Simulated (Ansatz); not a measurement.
**What strain does to CsPbBr3 (Pm-3m)**

CsPbBr3 (started from an entry of an open crystallographic database), relaxed with r2SCAN in the plane-wave code Ansatz. The symmetry is Pm-3m (No. 221, cubic); conventional cell a = 5.943 Å, 41.98 Å³ an atom. Cs has 12 Br at 4.20 Å; Pb has 6 Br at 2.97 Å; Br has 2 Pb at 2.97 Å and 4 Cs at 4.20 Å.

The axes x, y and z are those of this cell:
```yaml
crystal:
  lattice:
    - [5.94291, 0.00000, 0.00000]
    - [0.00000, 5.94291, 0.00000]
    - [0.00000, 0.00000, 5.94291]
  atoms:
    - { symbol: Cs, position: [0.00000, 0.00000, 0.00000] }
    - { symbol: Pb, position: [0.50000, 0.50000, 0.50000] }
    - { symbol: Br, position: [0.00000, 0.50000, 0.50000] }
    - { symbol: Br, position: [0.50000, 0.00000, 0.50000] }
    - { symbol: Br, position: [0.50000, 0.50000, 0.00000] }
```

Unstrained: PBE gives a direct gap of 1.668 eV at R. With r2SCAN the gap is 2.044 eV and direct, at R. HSE06 gives a direct gap of 2.277 eV at R. Meshes: PBE 4×4×4, r2SCAN 4×4×4, HSE06 4×4×4. Strains are changes of length per length. After each strain the atoms were relaxed again with r2SCAN in this cell and within any symmetry left, so distortions that break it or need a larger cell weren't tested; points keep the names that they have in the unstrained zone. Spin-unpolarised throughout; all numbers are computed.

Changes of the least gap in eV (an overlap counts as a negative gap):
```
                           strain  volume change (%)  space group     PBE  r2SCAN   HSE06  energy rise, r2SCAN (meV/atom)
isotropic +4.88 % on every length              +15.4        Pm-3m  +0.414  +0.438  +0.493                            49.2
          uniaxial -3.4 % along x               -3.4       P4/mmm  -0.235  -0.250  -0.261                             8.9
         uniaxial +1.55 % along y               +1.6       P4/mmm  -0.010  -0.011  -0.002                             1.4
```

Isotropic +4.88 % on every length. HSE06: the gap goes from 2.277 to 2.770 eV (+0.493 eV). Stress change with r2SCAN, compression positive: xx -2.16, yy -2.16, zz -2.16 GPa. For HSE06, dE_g/d ln V = 3.5 eV over this step.

Uniaxial -3.4 % along x, other directions held. HSE06: the gap goes from 2.277 to 2.016 eV (-0.261 eV). Stress change with r2SCAN, compression positive: xx +2.10, yy +0.25, zz +0.25 GPa.

Uniaxial +1.55 % along y, other directions held. HSE06: the gap goes from 2.277 to 2.275 eV (-0.002 eV). Stress change with r2SCAN, compression positive: xx -0.10, yy -0.71, zz -0.10 GPa.

Spin-orbit coupling is left out; in compounds of Pb, Bi, Tl or Hg it can lower a gap by up to about 1 eV, split its edges or invert the bands.

The meshes of the hybrids are coarse, so their gaps aren't converged to the digits shown.
